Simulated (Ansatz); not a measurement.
## TaN (Fm-3m): electronic heat capacity and spin susceptibility from the density of states

Level of theory: Ansatz, DFT r2SCAN, scalar-relativistic, plane waves, PAW.

Settings: cutoff 500 eV, Γ-centred mesh 16×16×16 on the computed 2-atom cell, Gaussian smearing of 0.10 eV; no spin polarisation.

Relaxed cell: Fm-3m, a = 4.397 Å, b = 4.397 Å, c = 4.397 Å, α = 90.00°, β = 90.00°, γ = 90.00°, 2 atoms in the primitive cell. This rock-salt form isn't the usual stable structure of the compound.

The density of states at the Fermi level is 0.747 states/eV in the cell of 2 atoms (1 formula unit; both spins, tetrahedra on a 24×24×24 mesh).

Problem. What Sommerfeld coefficient and Pauli susceptibility does this give?

Solution. Per formula unit N(E_F) = 0.747 states/eV. γ = (π²/3) k_B² N(E_F) N_A = 2.357 mJ/(mol K²) per state/eV, so γ = 1.8 mJ/(mol K²), a mole of formula units. χ_P = μ_B² N(E_F) N_A = 3.23×10⁻⁵ emu/mol per state/eV gives 2.4×10⁻⁵ emu/mol. This is the bare band result: a measured γ of the same phase is as a rule larger by a factor 1 + λ from phonons and spin fluctuations, the spin part of χ is larger by the Stoner factor, and a measured χ also holds orbital and core terms. N(E_F) at one energy is sensitive to the mesh where the density of states has sharp peaks.

Spin-orbit coupling is left out, which matters for the bands of heavy elements.